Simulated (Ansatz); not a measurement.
How far is PAW off for Ga?

```
Ga
1.0
     2.71731    0.00000    0.00000
     0.00000    2.71731    0.00000
     0.00000    0.00000    2.71731
Ga
1
Cartesian
  0.0000 0.0000 0.0000
```

The structure comes from a relaxation in the same program, started in the sc type, and has space group Pm-3m. Whether it is a known phase or the ground state wasn't checked.

Methods: DFT, PBE, PAW with Ansatz's default frozen-core files, scalar-relativistic (Ansatz 0.2.0); DFT, PBE, all-electron LAPW, scalar-relativistic (Ansatz 0.2.0).

For PAW: a Γ-centred 16×16×16 k mesh, Fermi–Dirac smearing of 0.08 eV, cutoff 420 eV, no spin polarisation. LAPW targets a basis error of 0.5 meV/atom. The Ansatz runs share mesh, smearing and spin set-up. Plane-wave (PAW) pressures include the program's estimate of the Pulay term.

Stress and pressure are positive in compression.

Levels count from the Fermi level.

PAW results:

| quantity | PAW |
| --- | --- |
| pressure (GPa) | 0.00 |
| highest filled level at Γ (eV) | -10.566 |
| lowest empty level at Γ (eV) | 8.934 |
| highest filled level at X (eV) | -4.104 |
| lowest empty level at X (eV) | 12.355 |

(1) What does full-potential LAPW give for the same quantities?

Results:

(1) 
```tsv
quantity	LAPW
pressure (GPa)	0.03
highest filled level at Γ (eV)	-10.566
lowest empty level at Γ (eV)	8.939
highest filled level at X (eV)	-4.104
lowest empty level at X (eV)	12.364
```
